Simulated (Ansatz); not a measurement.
**AgCl: from a first guess to the relaxed wurtzite type**

First guess:

```xyz
4
Lattice="3.9900 0.0000 0.0000 -1.9950 3.4555 0.0000 0.0000 0.0000 6.5038" Properties=species:S:1:pos:R:3 pbc="T T T"
Ag    0.0000    2.3036    0.0000
Ag    1.9950    1.1518    3.2519
Cl    0.0000    2.3036    2.4454
Cl    1.9950    1.1518    5.6973
```

All numbers below come from DFT, PBE, PAW with Ansatz's default frozen-core files, scalar-relativistic in Ansatz 0.2.0.

Cell and atoms relax within the symmetry of the start on a 11×11×6 k mesh with 0.05 eV Fermi–Dirac smearing.

The start is built from a prototype, known or not as a phase of this compound; the cutoff is 420 eV.

Question: What is the pressure of the first guess?

Answer: 11.17 GPa.

Question: What does it relax to?

Answer: a = 4.298 Å, b = 4.298 Å, c = 6.946 Å, α = 90.00°, β = 90.00°, γ = 120.00° (conventional cell), 27.78 Å³ per atom:
Space group P6_3mc (No. 186). a = 4.298 Å, b = 4.298 Å, c = 6.946 Å, α = 90.00°, β = 90.00°, γ = 120.00°
```json
{"atom": "Ag", "site": "2b", "symmetry": "3m.", "x": "0.3333", "y": "0.6667", "z": "0.9986"}
{"atom": "Cl", "site": "2b", "symmetry": "3m.", "x": "0.3333", "y": "0.6667", "z": "0.3774"}
```

Question: How much energy does the relaxation release?

Answer: 151 meV/atom.
